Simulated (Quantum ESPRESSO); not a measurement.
Crystal: HfN.

```
Hf N
1.0
     0.00000    2.25600    2.25600
     2.25600    0.00000    2.25600
     2.25600    2.25600    0.00000
Hf N
1 1
Direct
  0.00000 0.00000 0.00000
  0.50000 0.50000 0.50000
```

| Property | Result |
| --- | --- |
| Program | Quantum ESPRESSO 7.5 |
| Task | phonons |
| Functional | PBE |
| Potentials or basis | SPMS 1.0 PBE |
| Cutoff | 952 eV |
| Density cutoff | 3810 eV |
| k mesh | 8 × 8 × 8 |
| Occupations | cold, width 0.2 eV |
| Spin | no spin polarisation |
| Mixing beta | 0.5 |
| Most SCF iterations | 120 |
| SCF threshold | 4e-10 Ry |

What is the highest optical frequency at the zone centre?

502 cm⁻¹, a mode of symmetry T1u (IR).

Optical modes at Γ, degenerate ones joined:
| cm⁻¹ | components | symmetry | active in |
| --- | --- | --- | --- |
| 502 | 3 | T1u | IR |

Caveat: the mesh is thin for the phonons of a metal.
